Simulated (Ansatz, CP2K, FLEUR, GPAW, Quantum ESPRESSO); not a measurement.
## KTaO3: 7 runs at one level of theory

```xyz
5
Lattice="3.9883 0.0000 0.0000 0.0000 3.9883 0.0000 0.0000 0.0000 3.9883" Properties=species:S:1:pos:R:3 pbc="T T T"
Ta    0.0000    0.0000    0.0000
K     1.9942    1.9942    1.9942
O     0.0000    0.0000    1.9942
O     0.0000    1.9942    0.0000
O     1.9942    0.0000    0.0000
```

Alike in all runs: task band structure; functional PBE; k mesh 7 × 7 × 7; occupations fermi-dirac, width 0.05 eV; no spin polarisation; no spin-orbit coupling. Pressure is positive in compression and, in plane waves, holds the error of the finite cutoff, which Ansatz's Pulay term estimates and takes out. Gaps are the smaller of the mesh's and the band path's.

```csv
program and potentials,plane-wave cutoff (eV),notes,band gap (eV),pressure (GPa)
"Quantum ESPRESSO, PseudoDojo 0.4.1 SR PBE standard",1143,8 valence electrons an atom on average,2.24,4.33
"GPAW, GPAW PAW data sets (gpaw-data 1.2.1)",800,8 valence electrons an atom on average,2.18,6.15
"CP2K, GTH_POTENTIALS Ta GTH-PBE-q13, K GTH-PBE-q9, O GTH-PBE-q6; DZVP-MOLOPT-SR-GTH basis",-,atomic basis; 8 valence electrons an atom on average,2.12,2.27
"Ansatz, Ansatz PAW (files of its older set among them)",900,10.8 valence electrons an atom on average; Pulay term of +0.05 GPa included,2.23,5.52
"Ansatz, all-electron LAPW, scalar-relativistic",-,-,2.23,5.48
"FLEUR, all-electron, FLAPW",-,-,2.23,-
"Ansatz, PseudoDojo stringent (PBE files)",1796,10.8 valence electrons an atom on average,2.24,4.88
```

The band gap spans 2.12 (CP2K, GTH_POTENTIALS Ta GTH-PBE-q13, K GTH-PBE-q9, O GTH-PBE-q6; DZVP-MOLOPT-SR-GTH basis) to 2.24 eV (Quantum ESPRESSO, PseudoDojo 0.4.1 SR PBE standard), with all-electron results at 2.23. The pressure spans 2.27 (CP2K, GTH_POTENTIALS Ta GTH-PBE-q13, K GTH-PBE-q9, O GTH-PBE-q6; DZVP-MOLOPT-SR-GTH basis) to 6.15 GPa (GPAW, GPAW PAW data sets (gpaw-data 1.2.1)), with all-electron results at 5.48. The pressure on the cell as given of CP2K, GTH_POTENTIALS Ta GTH-PBE-q13, K GTH-PBE-q9, O GTH-PBE-q6; DZVP-MOLOPT-SR-GTH basis lies far from the others; the cause wasn't traced. The paths' points differ, which is worth about 0.01 eV. Rows in atomic bases carry the error of their basis and grid, which can be large.

Differences between rows come from potentials, basis sets and numerical settings, since the functional is the same but for its coding. Runs on potential files found faulty are left out.
